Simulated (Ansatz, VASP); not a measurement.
## One calculation of Pb, 3 ways

The starting cell:

```
Pb
1.0
     0.00000    2.47502    2.47502
     2.47502    0.00000    2.47502
     2.47502    2.47502    0.00000
Pb
1
Direct
  0.00000 0.00000 0.00000
```

Alike in all runs: task relaxation of cell and atoms; functional RPBE; k mesh 9 × 9 × 9; occupations fermi-dirac, width 0.05 eV; no spin polarisation; no spin-orbit coupling.

```tsv
program and potentials	plane-wave cutoff (eV)	notes	equilibrium volume (Å³/atom)
Ansatz, Ansatz PAW	420	potentials made for PBE, which Ansatz adapts in part	33.12
VASP, PBE PAW files Pb_d, 600 eV	600	potentials made for PBE	33.15
Ansatz, all-electron LAPW, scalar-relativistic	-	-	33.13
```

The equilibrium volume spans 33.12 (Ansatz, Ansatz PAW) to 33.15 Å³/atom (VASP, PBE PAW files Pb_d, 600 eV), with all-electron results at 33.13. Some sets were made for another functional than the one run, which can shift their rows. Relaxations stop with a little pressure left, so the last digit of a volume isn't settled.

The functional is the same throughout but for its coding, so the spread measures potentials, basis and numerics; runs on potential files found faulty are left out.
